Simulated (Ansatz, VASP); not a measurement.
# Nb3C in VASP and in Ansatz

```
Nb C
1.0
     3.87694    0.00000    0.00000
     0.00000    3.87694    0.00000
     0.00000    0.00000    3.87694
Nb C
3 1
Direct
  0.00000 0.50000 0.50000
  0.50000 0.00000 0.50000
  0.50000 0.50000 0.00000
  0.00000 0.00000 0.00000
```

Alike in both runs: functional PBE; k mesh 12 × 12 × 12; occupations gaussian, width 0.1 eV; no spin polarisation.

Ansatz relaxed the structure, and its values are those at the end. VASP's run is a single point on that final structure, the one shown.

```csv
,VASP,Ansatz
version,VASP 6.6.1,Ansatz 0.2.0
potentials or method,"VASP PAW PBE potentials, release 64 (Nb_sv, C)","scalar-relativistic, plane waves, PAW"
plane-wave cutoff (eV),520,420
valence electrons in the cell,43,43
```

|  | VASP | Ansatz | Ansatz less VASP |
| --- | --- | --- | --- |
| gap on the k mesh at the Fermi level (eV) | none | none | - |
| pressure (GPa) | -0.3 | 0.0 | +0.25 |

A gap of «none» marks a metal or a gap that the smearing closes.
